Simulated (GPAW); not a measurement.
Runs of GPAW 26.7.0 on Ge. The structure is orthorhombic, space group Cmcm (No. 63). The conventional cell has a = 2.976 Å, b = 5.189 Å, c = 4.728 Å, α = 90.00°, β = 90.00°, γ = 90.00°. Around Ge (site symmetry m2m) lie 12 Ge at 2.92 to 2.99 Å. This isn't the form of Ge at room conditions, which is diamond.

```tsv
task	level	potentials or basis	cell	gap on the mesh (eV)	pressure (GPa)	V0 of scaled cells (Å³/atom)	B0 (GPa)
single point	PBEsol	PAW data sets generated in the run's folder for this functional, pw	atoms moved at random, drawn with an rms of 0.05 Å	none	0.2	-	-
equation of state	LDA	the program's PAW data sets (release 1.2.1) made for this functional, pw	as given	-	-	(a)	82
equation of state	PBEsol	PAW data sets generated in the run's folder for this functional, pw	as given	-	-	18.31	78
single point	PBEsol	PAW data sets generated in the run's folder for this functional, pw	as given	none	0.2	-	-
```

Alike in all rows: no spin polarisation; k mesh 10 × 10 × 6; cutoff (eV) 600; smearing fermi-dirac 0.05 eV.

Fill in the values left out.

(a) 17.92.

Caveats: the cell was scaled at fixed shape and fractional positions, which overstates the stiffness of a crystal with free parameters, most of all of layers and chains (some runs).

A k mesh can miss the band edges, and the runs leave out spin-orbit coupling on Ge.

A gap of «none» marks a metal or a gap under the smearing width.

Runs at the PBE level aren't shown here.
